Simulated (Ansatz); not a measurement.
Structure: a 6-atom cell of ZrO2 built on tetragonal HfO2 (relaxed group P4_2/nmc), at its r2SCAN minimum. It is tetragonal, P4_2/nmc (No. 137); conventional cell a = 3.601 Å, c = 5.227 Å, 11.30 Å³ an atom. Zr is surrounded by 8 O at 2.07–2.40 Å; O is surrounded by 4 Zr at 2.07–2.40 Å.

```yaml
crystal:
  lattice:
    - [3.60103, 0.00000, 0.00000]
    - [0.00000, 3.60103, 0.00000]
    - [0.00000, 0.00000, 5.22716]
  atoms:
    - { symbol: Zr, position: [0.00000, 0.00000, 0.00000] }
    - { symbol: Zr, position: [0.50000, 0.50000, 0.50000] }
    - { symbol: O, position: [0.00000, 0.50000, 0.30303] }
    - { symbol: O, position: [0.00000, 0.50000, 0.80303] }
    - { symbol: O, position: [0.50000, 0.00000, 0.69697] }
    - { symbol: O, position: [0.50000, 0.00000, 0.19697] }
```

3 runs of the PAW code Ansatz on this cell differ in the functional (and in the settings that go with it). Levels are in eV from each run's valence top; v1 is the last filled band, c1 the first empty one.

Run A, mean stress -2.6 GPa (compression positive):

| point | v4 | v3 | v2 | v1 | c1 | c2 |
| --- | --- | --- | --- | --- | --- | --- |
| Γ | -0.73 | -0.17 | -0.09 | -0.09 | 6.47 | 6.98 |
| X | -1.52 | -1.52 | -0.14 | -0.14 | 6.88 | 6.88 |
| M | -0.86 | -0.86 | -0.44 | -0.44 | 7.67 | 7.67 |
| Z | -0.63 | -0.63 | 0.00 | 0.00 | 7.08 | 7.08 |
| R | -1.41 | -1.41 | -0.93 | -0.93 | 7.00 | 7.00 |
| A | -1.56 | -1.56 | -0.06 | -0.06 | 7.70 | 7.70 |

Run B, mean stress 0.0 GPa (compression positive):

| point | v4 | v3 | v2 | v1 | c1 | c2 |
| --- | --- | --- | --- | --- | --- | --- |
| Γ | -0.72 | -0.16 | -0.11 | -0.11 | 4.60 | 5.10 |
| X | -1.45 | -1.45 | -0.12 | -0.12 | 4.97 | 4.97 |
| M | -0.81 | -0.81 | -0.42 | -0.42 | 5.66 | 5.66 |
| Z | -0.56 | -0.56 | -0.03 | -0.03 | 5.14 | 5.14 |
| R | -1.32 | -1.32 | -0.86 | -0.86 | 5.07 | 5.07 |
| A | -1.47 | -1.47 | -0.08 | -0.08 | 5.68 | 5.68 |

Run C, mean stress -2.6 GPa (compression positive):

| point | v4 | v3 | v2 | v1 | c1 | c2 |
| --- | --- | --- | --- | --- | --- | --- |
| Γ | -0.73 | -0.17 | -0.09 | -0.09 | 5.71 | 6.22 |
| X | -1.52 | -1.52 | -0.13 | -0.13 | 6.12 | 6.12 |
| M | -0.84 | -0.84 | -0.44 | -0.44 | 6.90 | 6.90 |
| Z | -0.62 | -0.62 | 0.00 | 0.00 | 6.31 | 6.31 |
| R | -1.40 | -1.40 | -0.92 | -0.92 | 6.24 | 6.24 |
| A | -1.54 | -1.54 | -0.06 | -0.06 | 6.92 | 6.92 |

Problem. Match the runs to r2SCAN, HSE06, PBE0.

Solution. A is PBE0, B is r2SCAN, C is HSE06. In order of the gap: r2SCAN 4.60, HSE06 5.71, PBE0 6.47 eV. The stress vanishes for r2SCAN, which relaxed the cell.

No spin polarisation and no zero-point or thermal motion.

The program warns that its thresholds are loose for a hybrid's stress.

The meshes of the hybrids are coarse, so their gaps aren't converged to the digits shown.
